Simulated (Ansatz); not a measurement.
**What DFT gives for CsCl**

```
CELL_PARAMETERS angstrom
4.15162 0.00000 0.00000
0.00000 4.15162 0.00000
0.00000 0.00000 4.15162
ATOMIC_POSITIONS crystal
Cs 0.00000 0.00000 0.00000
Cl 0.50000 0.50000 0.50000
```

Single point in Ansatz 0.2.0 with r2SCAN, no spin polarisation. Cutoff 500 eV, PAW datasets, 6×6×6 Γ-centred k mesh, fermi-dirac filling (width 0.1 eV).

- Contacts: Cs–Cl at 3.60 Å: least valence density 0.06 e/Å³ and ELF 0.04 there, a closed-shell (ionic or weak) contact. Cs–Cs at 4.15 Å: least valence density 0.02 e/Å³ and ELF 0.01 there, so no covalent bond. Cl–Cl at 4.15 Å: least valence density 0.02 e/Å³ and ELF 0.02 there, so no covalent bond. These are pseudo-fields; inside the PAW spheres they differ from the all-electron ones.
- Charges: Bader charges in e: Cs +0.86, Cl -0.86. In the mean Cs gives up most and Cl takes most.
- Stress: The pressure is -0.1 GPa (compression positive), so with the atoms held at these fractions the cell is close to zero pressure.
- Electronic structure: The gap is 5.92 eV, direct at the points sampled.

Origin: a database entry at a rescaled volume.
